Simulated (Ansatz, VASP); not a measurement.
## ZnS in VASP and in Ansatz

```xyz
2
Lattice="0.0000 2.5452 3.0542 2.5452 0.0000 3.0542 2.5452 2.5452 0.0000" Properties=species:S:1:pos:R:3 pbc="T T T"
Zn    0.0000    0.0000    0.0000
S     3.8178    3.8178    4.5813
```

Alike in both runs: task single point; functional PBE; k mesh 10 × 10 × 10; occupations gaussian, width 0.05 eV; no spin polarisation.

|  | VASP | Ansatz |
| --- | --- | --- |
| version | VASP 6.6.1 | Ansatz 0.2.0 |
| potentials or method | VASP PAW PBE potentials, release 64 (Zn, S) | scalar-relativistic, plane waves, PAW |
| plane-wave cutoff (eV) | 520 | 420 |
| valence electrons in the cell | 18 | 18 |

|  | VASP | Ansatz | Ansatz less VASP |
| --- | --- | --- | --- |
| gap on the k mesh at the Fermi level (eV) | 1.64 | 1.63 | -0.005 |
| least direct gap on the mesh (eV) | 1.64 | 1.63 | -0.005 |
| pressure (GPa) | 0.8 | 0.7 | -0.16 |
| largest component of the traceless stress (GPa) | 6.77 | 6.81 | +0.043 |

PBE gaps usually lie below the measured ones, often by a third to a half.
